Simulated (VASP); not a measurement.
# FeO (R-3m) in VASP: equation of state, part 2 of 2

VASP 6.6.1. Earlier steps stand in the parts before.

### 3 Equation of state, PBE, collinear spin, ferromagnetic start, 9.64 Å³/atom (volume scaled by 0.96)

Input file INCAR:

```
PREC = Accurate
ENCUT = 520
EDIFF = 1E-7
ISMEAR = -1
SIGMA = 0.05
LREAL = False
LASPH = True
NELM = 120
ALGO = Normal
ISIF = 2
LWAVE = False
LCHARG = False
ISPIN = 2
MAGMOM = 3 0
LORBIT = 11
LMAXMIX = 4
GGA = PE
NBANDS = 18
```

Input file KPOINTS:

```
Automatic mesh
0
Gamma
  11 11 11
```

Input file POSCAR:

```
FeO
1.0
    1.4971703779      0.8643917259      2.4817931879
   -1.4971703779      0.8643917259      2.4817931879
    0.0000000000     -1.7287834419      2.4817931879
Fe O
1 1
Direct
    0.0000000000      0.0000000000      0.0000000000
    0.5000000000      0.5000000000      0.5000000000
```

Potentials or basis: VASP PAW PBE potentials, release 64 (Fe, O).

The run is started by

```bash
$ cat potpaw_PBE.64/Fe/POTCAR potpaw_PBE.64/O/POTCAR > POTCAR
$ mpirun -np 1 vasp_std > vasp.out
```

OUTCAR:

```text
PREC = Accurate
   ENCUT = 520
   EDIFF = 1E-7
   ISMEAR = -1
   LREAL = False
   LASPH = True
   NELM = 120
   ISIF = 2
   ISPIN = 2
   LORBIT = 11
   GGA = PE

 Found    146 irreducible k-points:

 Following reciprocal coordinates:
            Coordinates               Weight
  0.000000  0.000000  0.000000      1.000000
  0.090909  0.000000  0.000000      6.000000
  0.181818  0.000000  0.000000      6.000000
  0.272727  0.000000  0.000000      6.000000
  0.363636  0.000000  0.000000      6.000000
  0.454545  0.000000  0.000000      6.000000
   k-points           NKPTS =    146   k-points in BZ     NKDIM =    146   number of bands    NBANDS=     18
   number of dos      NEDOS =    301   number of ions     NIONS =      2
   total plane-waves  NPLWV =  13824
   dimension x,y,z NGX =    24 NGY =   24 NGZ =   24
   dimension x,y,z NGXF=    48 NGYF=   48 NGZF=   48
   ions per type =               1   1
   NGX,Y,Z   is equivalent  to a cutoff of  13.19, 13.19, 13.19 a.u.
   NGXF,Y,Z  is equivalent  to a cutoff of  26.38, 26.38, 26.38 a.u.
 SYSTEM =  unknown system
   PREC   = accura    normal or accurate (medium, high low for compatibility)
   ISTART =      0    job   : 0-new  1-cont  2-samecut
   ICHARG =      2    charge: 1-file 2-atom 10-const
   ISPIN  =      2    spin polarized calculation?
   LNONCOLLINEAR =      F non collinear calculations
   LSORBIT =      F    spin-orbit coupling
   LASPH  =      T    aspherical Exc in radial PAW
   ENCUT  =  520.0 eV  38.22 Ry    6.18 a.u.   5.62  5.62  5.62*2*pi/ulx,y,z
   NELM   =    120;   NELMIN=  2; NELMDL= -5     # of ELM steps
   EDIFF  = 0.1E-06   stopping-criterion for ELM
   LREAL  =      F    real-space projection
   EDIFFG = 0.1E-05   stopping-criterion for IOM
   NSW    =      0    number of steps for IOM
   IBRION =     -1    ionic relax: 0-MD 1-quasi-New 2-CG
   NFREE  =      0    steps in history (QN), initial steepest desc. (CG)
   ISIF   =      2    stress and relaxation
   ISYM   =      2    0-nonsym 1-usesym 2-fastsym
   POTIM  = 0.5000    time-step for ionic-motion
   TEBEG  =    0.0;   TEEND  =   0.0 temperature during run
   PSTRESS=    0.0 pullay stress
   NELECT =      14.0000    total number of electrons
   NUPDOWN=      -1.0000    fix difference up-down
   EMIN   =  10.00;   EMAX   =-10.00  energy-range for DOS
   EFERMI =   0.00;   METHOD = LEGACY
   ISMEAR =    -1;   SIGMA  =   0.05  broadening in eV -4-tet -1-fermi 0-gaus
   EFERMI_NEDOS =   21; number of points for ismear=-14 and -15
   IALGO  =     38    algorithm
   IMIX   =      4    mixing-type and parameters
     AMIX     =   0.40;   BMIX     =  1.00
     AMIX_MAG =   1.60;   BMIX_MAG =  1.00
  volume/ion in A,a.u.               =       9.64        65.02
  Fermi-wavevector in a.u.,A,eV,Ry     =   1.471695  2.781101 29.468689  2.165888
  Thomas-Fermi vector in A             =   2.586800
   LORBIT       =     11    0 simple, 1 ext, 2 COOP (PROOUT), +10 PAW based schemes
   GGA     = PE    functional components
   LHFCALC =     F    Hartree Fock is set to
   AEXX    =    0.0000 exact exchange contribution
   IVDW    =     0    specifies the selected vdW correction
   LEPSILON=     F    determine dielectric tensor
   LRPA    =     F    only Hartree local field effects (RPA)
 spin polarized calculation
  energy-cutoff  :      520.00
  volume of cell :       19.27
 maximum number of plane-waves:       537
   NGX = 11   NGY = 11   NGZ = 11

 number of electron      13.9999998 magnetization       3.9993532

 Free energy of the ion-electron system (eV)
  ---------------------------------------------------
  ext. energy  EPLUGINS =         0.00000000
  ---------------------------------------------------
  free energy    TOTEN  =       -14.91709245 eV

  energy without entropy =      -14.90592492  energy(sigma->0) =      -14.91150868

 E-fermi :   6.6207     XC(G=0): -12.3782

 val. band max:        6.6190339616   @ k =   0.2727   0.0909   0.0909
 cond. band min:       6.6268966829   @ k =   0.4545   0.1818   0.1818
 fundamental gap:      0.0078627213
 Fermi energy:         6.6207158577

 spin component 1

 k-point     1 :       0.0000    0.0000    0.0000
  band No.  band energies     occupation
      1     -14.4164      1.00000
      2       2.6272      1.00000
      3       2.6656      1.00000
      4       2.7254      1.00000
      5       2.7254      1.00000
      6       2.7306      1.00000
[... 10 lines left out ...]
     17      28.0830      0.00000
     18      30.8978      0.00000

 k-point     2 :       0.0909    0.0000    0.0000
  band No.  band energies     occupation
      1     -14.3283      1.00000
      2       1.7934      1.00000
      3       1.8587      1.00000
      4       1.9277      1.00000
      5       2.7682      1.00000
      6       2.8104      1.00000
[... 10 lines left out ...]
     17      28.9980      0.00000
     18      32.2912      0.00000

 k-point     3 :       0.1818    0.0000    0.0000
  band No.  band energies     occupation
      1     -14.0822      1.00000
      2       0.5079      1.00000
      3       1.0613      1.00000
      4       1.1412      1.00000
      5       2.9436      1.00000
      6       2.9874      1.00000
[... 10 lines left out ...]
     17      31.2543      0.00000
     18      34.4743      0.00000

 k-point     4 :       0.2727    0.0000    0.0000
  band No.  band energies     occupation
      1     -13.7366      1.00000
      2      -0.7655      1.00000
      3       0.4190      1.00000
      4       0.5053      1.00000
      5       3.1803      1.00000
      6       3.2279      1.00000
[... 10 lines left out ...]
     17      33.1410      0.00000
     18      35.5841      0.00000

 k-point     5 :       0.3636    0.0000    0.0000
  band No.  band energies     occupation
      1     -13.3895      1.00000
      2      -1.7761      1.00000
      3      -0.0302      1.00000
      4       0.0603      1.00000
      5       3.4056      1.00000
      6       3.4582      1.00000
[... 10 lines left out ...]
     17      32.2920      0.00000
     18      34.8580      0.00000

 k-point     6 :       0.4545    0.0000    0.0000
  band No.  band energies     occupation
      1     -13.1668      1.00000
      2      -2.3409      1.00000
      3      -0.2611      1.00000
      4      -0.1684      1.00000
      5       3.5434      1.00000
      6       3.5996      1.00000
[... 10 lines left out ...]
     17      31.1507      0.00000
     18      33.4918      0.00000

 [... further k-points ...]

 spin component 2

 k-point     1 :       0.0000    0.0000    0.0000
  band No.  band energies     occupation
      1     -13.8693      1.00000
      2       3.2018      1.00000
      3       3.3033      1.00000
      4       3.3033      1.00000
      5       5.7774      1.00000
      6       5.8640      1.00000
[... 10 lines left out ...]
     17      29.6948      0.00000
     18      32.0025      0.00000

 k-point     2 :       0.0909    0.0000    0.0000
  band No.  band energies     occupation
      1     -13.7800      1.00000
      2       2.6354      1.00000
      3       2.9548      1.00000
      4       3.0443      1.00000
      5       5.8911      1.00000
      6       5.9714      1.00000
[... 10 lines left out ...]
     17      30.4199      0.00000
     18      33.5314      0.00000

 k-point     3 :       0.1818    0.0000    0.0000
  band No.  band energies     occupation
      1     -13.5305      1.00000
      2       1.3450      1.00000
      3       2.4031      1.00000
      4       2.4968      1.00000
      5       6.1517      0.99992
      6       6.1869      0.99983
[... 10 lines left out ...]
     17      32.2988      0.00000
     18      35.7473      0.00000

 k-point     4 :       0.2727    0.0000    0.0000
  band No.  band energies     occupation
      1     -13.1799      1.00000
      2       0.0395      1.00000
      3       1.8509      1.00000
      4       1.9472      1.00000
      5       6.4790      0.94450
      6       6.4939      0.92670
[... 10 lines left out ...]
     17      33.8479      0.00000
     18      36.5553      0.00000

 k-point     5 :       0.3636    0.0000    0.0000
  band No.  band energies     occupation
      1     -12.8275      1.00000
      2      -0.9995      1.00000
      3       1.4343      1.00000
      4       1.5326      1.00000
      5       6.7889      0.03342
      6       6.8632      0.00777
[... 10 lines left out ...]
     17      32.8150      0.00000
     18      35.5862      0.00000

 k-point     6 :       0.4545    0.0000    0.0000
  band No.  band energies     occupation
      1     -12.6011      1.00000
      2      -1.5805      1.00000
      3       1.2140      1.00000
      4       1.3132      1.00000
      5       6.9801      0.00075
      6       7.0552      0.00017
[... 10 lines left out ...]
     17      31.6037      0.00000
     18      34.1136      0.00000

 [... further k-points ...]
[... 5 lines left out ...]
  --------------------------------------------------------------------------------------
  -------------------------------------------------------------------------------------
  Total        0.9644665      0.9644665      0.8642511      0.0000000      0.0000000      0.0000000
  in kB       80.1860935     80.1860938     71.8541469      0.0000000      0.0000001      0.0000000
  external PRESSURE =      77.4087781 kB  Pullay stress =       0.0000000 kB

 VOLUME and BASIS-vectors are now :
 -----------------------------------------------------------------------------
  energy-cutoff  :      520.00
  volume of cell :       19.27
      direct lattice vectors                 reciprocal lattice vectors
     1.497170378  0.864391726  2.481793188     0.333963327  0.192813816  0.134311487
    -1.497170378  0.864391726  2.481793188    -0.333963327  0.192813816  0.134311487
     0.000000000 -1.728783442  2.481793188     0.000000000 -0.385627632  0.134311487

 POSITION                                       TOTAL-FORCE (eV/Angst)
 -----------------------------------------------------------------------------------
      0.00000      0.00000      0.00000         0.000000      0.000000      0.000000
      0.00000      0.00000      3.72269         0.000000     -0.000000     -0.000000
 -----------------------------------------------------------------------------------
    total drift:                               -0.000000      0.000000     -0.000000

  FREE ENERGIE OF THE ION-ELECTRON SYSTEM (eV)
  ---------------------------------------------------
  free  energy   TOTEN  =       -14.9170924475 eV

  energy  without entropy=      -14.9059249162  energy(sigma->0) =      -14.91150868

 total charge

# of ion       s       p       d       tot
------------------------------------------
    1        0.299   0.385   6.114   6.798
    2        1.557   3.459   0.000   5.015
--------------------------------------------------
tot          1.855   3.844   6.114  11.813

 magnetization (x)

# of ion       s       p       d       tot
------------------------------------------
    1        0.027   0.022   3.563   3.612
    2        0.032   0.278   0.000   0.309
--------------------------------------------------
tot          0.058   0.300   3.563   3.922
```

OSZICAR:

```text
N       E                     dE             d eps       ncg     rms          rms(c)
DAV:   1     0.682246220389E+02    0.68225E+02   -0.66829E+03 11332   0.911E+02
DAV:   2    -0.128695795352E+02   -0.81094E+02   -0.69288E+02 10810   0.206E+02
DAV:   3    -0.172497955564E+02   -0.43802E+01   -0.42256E+01 12148   0.510E+01
DAV:   4    -0.172815484052E+02   -0.31753E-01   -0.31733E-01 12880   0.414E+00
DAV:   5    -0.172817533738E+02   -0.20497E-03   -0.20496E-03 12508   0.344E-01    0.178E+01
DAV:   6    -0.155145176846E+02    0.17672E+01   -0.14007E+01 14054   0.548E+01    0.195E+01
DAV:   7    -0.149465969850E+02    0.56792E+00   -0.26920E+00 13538   0.319E+01    0.988E+00
DAV:   8    -0.149355699576E+02    0.11027E-01   -0.14606E-01 13422   0.422E+00    0.558E+00
DAV:   9    -0.149181977190E+02    0.17372E-01   -0.67934E-02 16694   0.403E+00    0.117E+00
DAV:  10    -0.149164206024E+02    0.17771E-02   -0.19808E-02 14298   0.288E+00    0.245E-01
DAV:  11    -0.149170601195E+02   -0.63952E-03   -0.23547E-03 13152   0.425E-01    0.621E-02
DAV:  12    -0.149170758400E+02   -0.15721E-04   -0.40251E-05 12392   0.633E-02    0.415E-02
DAV:  13    -0.149170901888E+02   -0.14349E-04   -0.11506E-05 14236   0.394E-02    0.158E-02
DAV:  14    -0.149170927145E+02   -0.25257E-05   -0.31044E-06 13520   0.195E-02    0.729E-03
DAV:  15    -0.149170924503E+02    0.26426E-06   -0.48126E-07 13012   0.962E-03    0.210E-03
DAV:  16    -0.149170924475E+02    0.27451E-08   -0.25562E-07 10332   0.385E-03
   1 F= -.14917092E+02 E0= -.14911509E+02  d E =-.111675E-01  mag=     3.9995
```

stdout:

```text
POSCAR found type information on POSCAR FeO
 POSCAR found :  2 types and       2 ions
 scaLAPACK will be used
 LDA part: xc-table for (Slater+PW92), standard interpolation
 POSCAR, INCAR and KPOINTS ok, starting setup
 FFT: planning ... GRIDC
 FFT: planning ... GRID_SOFT
 FFT: planning ... GRID
 WAVECAR not read
 entering main loop
```

Wall time 46 s (1 thread of Intel Xeon Platinum 8559C (Emerald Rapids), shared host); peak memory 0.21 GiB.

Results:

```
Free energy                                           : -14.9171 eV
Pressure                                              : 7.7 GPa
Band gap on the k mesh                                : none (metal or under the smearing width)
Net moment                                            : 4.00 μB per cell
Site moments                                          : Fe +3.61; O +0.31 μB
Valence electrons inside the program's atomic spheres : Fe 6.80; O 5.01
```

Caveat: a cell with one magnetic atom can't hold antiferromagnetic order, which such compounds often take; semilocal functionals often make such compounds metallic where correlation or magnetic order opens a gap, which also shifts bond lengths.

### 4 Equation of state, PBE, collinear spin, ferromagnetic start, 9.84 Å³/atom (volume scaled by 0.98)

Input file INCAR:

```
PREC = Accurate
ENCUT = 520
EDIFF = 1E-7
ISMEAR = -1
SIGMA = 0.05
LREAL = F
LASPH = T
NELM = 120
ALGO = Normal
ISIF = 2
LWAVE = F
LCHARG = F
ISPIN = 2
MAGMOM = 3 0
LORBIT = 11
LMAXMIX = 4
GGA = PE
NBANDS = 18
```

KPOINTS is that of step 3.

Input file POSCAR:

```
FeO
1.0
    1.5074960171      0.8703532365      2.4989095439
   -1.5074960171      0.8703532365      2.4989095439
    0.0000000000     -1.7407064631      2.4989095439
Fe O
1 1
Direct
    0.0000000000      0.0000000000      0.0000000000
    0.5000000000      0.5000000000      0.5000000000
```

The run is started by

```bash
$ cat potpaw_PBE.64/Fe/POTCAR potpaw_PBE.64/O/POTCAR > POTCAR
$ mpirun -np 1 vasp_std > vasp.out
```

It took 46 s on 1 thread of Intel Xeon Platinum 8559C (Emerald Rapids), shared host; peak memory 0.21 GiB.

The run converged. Its results:

| Property | Result |
| --- | --- |
| Free energy | -14.9314 eV |
| Pressure | 3.4 GPa |
| Band gap on the k mesh | none (metal or under the smearing width) |
| Net moment | 4.00 μB per cell |
| Site moments | Fe +3.62; O +0.30 μB |
| Valence electrons inside the program's atomic spheres | Fe 6.76; O 5.00 |

Caveat: a cell with one magnetic atom can't hold antiferromagnetic order, which such compounds often take; semilocal functionals often make such compounds metallic where correlation or magnetic order opens a gap, which also shifts bond lengths.

### 5 Equation of state, PBE, collinear spin, ferromagnetic start, 10.24 Å³/atom (volume scaled by 1.02)

Input file INCAR:

```
SYSTEM = FeO
PREC = Accurate
ENCUT = 520
EDIFF = 1E-7
ISMEAR = -1
SIGMA = 0.05
LREAL = .FALSE.
LASPH = .TRUE.
NELM = 100
ALGO = Normal
ISIF = 2
LWAVE = .FALSE.
LCHARG = .FALSE.
ISPIN = 2
MAGMOM = 3 0
LORBIT = 11
LMAXMIX = 4
GGA = PE
NBANDS = 18
```

Input file KPOINTS:

```
Automatic mesh
0
G
  11 11 11
  0 0 0
```

Input file POSCAR:

```
FeO
1.0
    1.5277332778      0.8820372245      2.5324559568
   -1.5277332778      0.8820372245      2.5324559568
    0.0000000000     -1.7640744389      2.5324559568
Fe O
1 1
Direct
    0.0000000000      0.0000000000      0.0000000000
    0.5000000000      0.5000000000      0.5000000000
```

The run is started by

```bash
$ cat potpaw_PBE.64/Fe/POTCAR potpaw_PBE.64/O/POTCAR > POTCAR
$ mpirun -np 1 vasp_std > vasp.out
```

It took 46 s on 1 thread of Intel Xeon Platinum 8559C (Emerald Rapids), shared host; peak memory 0.2 GiB.

Results (log left out):

* Free energy: -14.9299 eV
* Pressure: -4.0 GPa
* Band gap on the k mesh: none (metal or under the smearing width)
* Net moment: 4.00 μB per cell
* Site moments: Fe +3.62; O +0.30 μB
* Valence electrons inside the program's atomic spheres: Fe 6.70; O 4.98

Caveat: a cell with one magnetic atom can't hold antiferromagnetic order, which such compounds often take; semilocal functionals often make such compounds metallic where correlation or magnetic order opens a gap, which also shifts bond lengths.

### 6 Equation of state, PBE, collinear spin, ferromagnetic start, 10.44 Å³/atom (volume scaled by 1.04)

Input file INCAR:

```
SYSTEM = FeO
  ALGO = Normal
  EDIFF = 1E-7
  ENCUT = 520
  GGA = PE
  ISIF = 2
  ISMEAR = -1
  ISPIN = 2
  LASPH = .TRUE.
  LCHARG = .FALSE.
  LMAXMIX = 4
  LORBIT = 11
  LREAL = .FALSE.
  LWAVE = .FALSE.
  MAGMOM = 3 0
  NBANDS = 18
  NELM = 150
  PREC = Accurate
  SIGMA = 0.05
```

Input file KPOINTS:

```
k-points
0
G
  11 11 11
  0 0 0
```

Input file POSCAR:

```
FeO
1.0
    1.5376539018      0.8877648994      2.5489009368
   -1.5376539018      0.8877648994      2.5489009368
    0.0000000000     -1.7755297887      2.5489009368
Fe O
1 1
Direct
    0.0000000000      0.0000000000      0.0000000000
    0.5000000000      0.5000000000      0.5000000000
```

Potentials or basis: VASP PAW PBE potentials, release 64 (Fe, O).

The run is started by

```bash
$ cat potpaw_PBE.64/Fe/POTCAR potpaw_PBE.64/O/POTCAR > POTCAR
$ mpirun -np 1 vasp_std > vasp.out
```

It took 48 s on 1 thread of Intel Xeon Platinum 8559C (Emerald Rapids), shared host; peak memory 0.21 GiB.

The run converged. Its results:

```
Free energy                                           : -14.9162 eV
Pressure                                              : -7.1 GPa
Band gap on the k mesh                                : none (metal or under the smearing width)
Net moment                                            : 4.00 μB per cell
Site moments                                          : Fe +3.62; O +0.29 μB
Valence electrons inside the program's atomic spheres : Fe 6.67; O 4.97
```

Caveat: a cell with one magnetic atom can't hold antiferromagnetic order, which such compounds often take; semilocal functionals often make such compounds metallic where correlation or magnetic order opens a gap, which also shifts bond lengths.

### 7 Equation of state, PBE, collinear spin, ferromagnetic start, 10.64 Å³/atom (volume scaled by 1.06)

Input file INCAR:

```
PREC = Accurate
ENCUT = 520
EDIFF = 1E-7
ISMEAR = -1
SIGMA = 0.05
LREAL = F
LASPH = T
NELM = 150
ALGO = Normal
ISIF = 2
LWAVE = F
LCHARG = F
ISPIN = 2
MAGMOM = 3 0
LORBIT = 11
LMAXMIX = 4
GGA = PE
NBANDS = 18
```

Input file KPOINTS:

```
Automatic mesh
0
Gamma
  11 11 11
```

Input file POSCAR:

```
FeO
1.0
    1.5474481397      0.8934196054      2.5651364123
   -1.5474481397      0.8934196054      2.5651364123
    0.0000000000     -1.7868392005      2.5651364123
Fe O
1 1
Direct
    0.0000000000      0.0000000000      0.0000000000
    0.5000000000      0.5000000000      0.5000000000
```

The run is started by

```bash
$ cat potpaw_PBE.64/Fe/POTCAR potpaw_PBE.64/O/POTCAR > POTCAR
$ mpirun -np 1 vasp_std > vasp.out
```

Wall time 52 s (1 thread of Intel Xeon Platinum 8559C (Emerald Rapids), shared host); peak memory 0.21 GiB.

The run converged. Its results:

```
Free energy                                           : -14.8951 eV
Pressure                                              : -10.0 GPa
Band gap on the k mesh                                : none (metal or under the smearing width)
Net moment                                            : 4.00 μB per cell
Site moments                                          : Fe +3.63; O +0.29 μB
Valence electrons inside the program's atomic spheres : Fe 6.64; O 4.96
```

Caveat: a cell with one magnetic atom can't hold antiferromagnetic order, which such compounds often take; semilocal functionals often make such compounds metallic where correlation or magnetic order opens a gap, which also shifts bond lengths.

### 8 Equation of state, PBE, collinear spin, ferromagnetic start

Potentials or basis: VASP PAW PBE potentials, release 64 (Fe, O).

No new run: the results of the series are fitted here.

What came out:

| Property | Result |
| --- | --- |
| Equilibrium volume | 10.02 Å³/atom |
| Bulk modulus at fixed shape and positions | 186 GPa |
| Pressure derivative of the bulk modulus | 4.6 |

Energy against volume, from the lowest point:
| volume (Å³/atom) | energy (meV/atom) |
| --- | --- |
| 9.435 | 21.99 |
| 9.635 | 9.08 |
| 9.836 | 1.94 |
| 10.037 | 0.00 |
| 10.238 | 2.68 |
| 10.438 | 9.51 |
| 10.639 | 20.05 |

Caveat: the cell was scaled at fixed shape and fractional positions, which overstates the stiffness of a crystal with free parameters, most of all of layers and chains.
